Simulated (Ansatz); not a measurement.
A run of Ansatz 0.2.0 is set up as follows.

input.yaml

```yaml
crystal:
  lattice:
    - [0.0, 1.89785, 1.89785]
    - [1.89785, 0.0, 1.89785]
    - [1.89785, 1.89785, 0.0]
  atoms:
    - { symbol: Rh, position: [0.0, 0.0, 0.0] }
hamiltonian:
  xc: r2scan
  pseudopotentials: { kind: paw }
  dispersion: d4
kpoints:
  mp_grid: { grid: [12, 12, 12] }
scf:
  occupations: { method: fermi_dirac, width: 0.05 }
output:
  forces: true
  stress: true
  eigenvalues: true
  write_density: true
  write_potential: true
  elf: true
  volumetric_format: npy
relax:
  f_tol: 0.01
  max_steps: 40
  cell: { stress_tol: 0.05 }
```

Potentials or basis: Ansatz PAW.

Run with:

```sh
$ ansatz run input.yaml --threads 2 --pin off --max-ram 5632MiB --backend cpu --events-out ev --progress --plain --runs-dir out
```

Task: Predict the band gap on the k mesh.

Result: None (metal or under the smearing width).

Task: Predict the relaxed volume.

Result: 13.59 Å³/atom.

Task: Estimate the relaxed cell.

Result: a = 2.678 Å, b = 2.678 Å, c = 2.678 Å, α = 60.00°, β = 60.00°, γ = 60.00°.

Task: What does it give for the space group after relaxing (to 0.05 Å)?

Result: Fm-3m (No. 225).

Final structure:
```
CELL_PARAMETERS angstrom
0.00000 1.89385 1.89385
1.89385 0.00000 1.89385
1.89385 1.89385 0.00000
ATOMIC_POSITIONS crystal
Rh 0.00000 0.00000 0.00000
```

Caveat: pairwise dispersion overbinds metals, which lowers pressure and volume; the PAW data sets come from PBE, with cores solved anew for the run's functional, which leaves a small shift of forces and pressure.
